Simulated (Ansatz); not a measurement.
**AlNi: an elastic run with occupations gaussian, width 1.5 eV**

These are results of DFT PBE, scalar-relativistic, plane waves, PAW (Ansatz), not measurements.

Launched with:
```bash
ansatz run input.yaml --threads 1 --pin off --max-ram 3072MiB --backend cpu --events-out ev --progress --plain --runs-dir out
```

Input (bare energies are in eV):
```yaml
crystal:
  lattice:
    - [2.0460877257, -2.0460877257, 0.0]
    - [2.0460877257, 2.0460877257, 0.0]
    - [0.0, 0.0, 2.8954166639]
  atoms:
    - { symbol: Al, position: [0.0, 0.0, 0.0] }
    - { symbol: Ni, position: [0.5, 0.5, 0.5] }
basis:
  ecutwfc: 420
kpoints:
  mp_grid: { grid: [16, 16, 14] }
hamiltonian:
  xc: pbe
scf:
  occupations: { method: gaussian, width: 1.5 }
  max_iter: 90
output:
  forces: true
  stress: true
  eigenvalues: true
elastic:
  mode: relaxed_ion
  stencil: two_point
```

From the output:
```
--- Elastic constants: 4 strain directions × 2 members + reference (group order 16) ---
  dense FFT box of the reference and of every strained cell: 20×20×20
  strains applied: 11, 33, 23, 12; error gains: componentwise 1.00 (the most a stress slope's error grows in a printed constant), spectral 1.41 (1 for all six strains in a standard setting)
  C = ∂σ_k/∂η_j (tension-positive GPa; Voigt order 11 22 33 23 13 12):
       279.568     48.468    135.157     -0.000      0.000     -0.000
        48.468    279.568    135.157     -0.000      0.000      0.000
       135.112    135.112    192.460     -0.000      0.000     -0.000
         0.000     -0.000      0.000    115.579     -0.000      0.000
        -0.000      0.000      0.000     -0.000    115.579     -0.000
        -0.000     -0.000      0.000      0.000      0.000     29.041
  reference stress σ⁰ (GPa):     -3.452     -3.452     -3.416     -0.000      0.000      0.000
  C* (energy form; C + prestress term) asymmetry max|C*_kj − C*_jk| = 8.693e-3 GPa — a small one proves nothing (zero by symmetry where the batch's group is 432, −43m or m−3m); a large one is finite-difference/SCF noise where every solve ...
  moduli (Voigt/Reuss/Hill, GPa): K = 154.34/154.34/154.34   G = 80.90/52.53/66.71   E = 174.93   ν = 0.311
  mechanically stable: yes (min eigenvalue of sym C = 29.04 GPa)
  strain η (Voigt 11):  stress-route row diagonal C_11 = 279.57 GPa, energy-path curvature d²(F+E_count+ΔE)/dδ²/Ω₀ = 279.60 GPa
         δ    σ_11 (GPa) F (eV) n_scf n_hpsi n_pw
    -2.000e-3      -4.0153       -6379.0065393       7  152201    486   relax 0 steps, max|allowed force component| 4.97e-29 eV/Å
     2.000e-3      -2.8970       -6379.0086261       8  150755    488   relax 0 steps, max|allowed force component| 2.88e-28 eV/Å
  strain η (Voigt 33):  stress-route row diagonal C_33 = 192.46 GPa, energy-path curvature d²(F+E_count+ΔE)/dδ²/Ω₀ = 192.47 GPa
         δ    σ_33 (GPa) F (eV) n_scf n_hpsi n_pw
    -2.000e-3      -3.8039       -6379.0065755       6   91995    484   relax 0 steps, max|allowed force component| 4.49e-29 eV/Å
     2.000e-3      -3.0341       -6379.0086407       7   86505    488   relax 0 steps, max|allowed force component| 4.51e-29 eV/Å
  strain η (Voigt 23):  stress-route row diagonal C_44 = 115.58 GPa, energy-path curvature d²(F+E_count+ΔE)/dδ²/Ω₀ = 117.33 GPa
         δ    σ_23 (GPa) F (eV) n_scf n_hpsi n_pw
    -2.000e-3      -0.2312       -6379.0076312       6  254636    488   relax 0 steps, max|allowed force component| 0.00e0 eV/Å
     2.000e-3       0.2312       -6379.0076312       7  248602    488   relax 0 steps, max|allowed force component| 0.00e0 eV/Å
  strain η (Voigt 12):  stress-route row diagonal C_66 = 29.04 GPa, energy-path curvature d²(F+E_count+ΔE)/dδ²/Ω₀ = 30.75 GPa
         δ    σ_12 (GPa) F (eV) n_scf n_hpsi n_pw
    -2.000e-3      -0.0581       -6379.0076579       6  166116    488   relax 0 steps, max|allowed force component| 5.13e-29 eV/Å
     2.000e-3       0.0581       -6379.0076579       7  167133    488   relax 0 steps, max|allowed force component| 2.60e-29 eV/Å
```

The run took 100 s on 1 thread of Intel(R) Xeon(R) Platinum 8375C CPU @ 2.90GHz (Ice Lake) (shared host), peak memory 0.69 GiB.

Beside the reference run (Plane waves to 420 eV; Γ-centred k mesh 16×16×14; Fermi-Dirac smearing of 0.15 eV. No spin polarisation.), the elastic coefficients (GPa; two-point stencil, strain 0.002 and ions relaxed unless stated):
| setting | C11 | C12 | C44 | C33 | C13 | C66 |
| --- | --- | --- | --- | --- | --- | --- |
| reference run | 286.9 | 52.2 | 117.3 | 204.2 | 135.9 | 33.1 |
| occupations gaussian, width 1.5 eV | 279.6 | 48.5 | 115.6 | 192.5 | 135.2 | 29.0 |

In a metal, frequencies and elastic constants depend on the k mesh and the smearing, soft modes and shear constants most. Spin polarisation was left out, and a magnetic state may lie lower.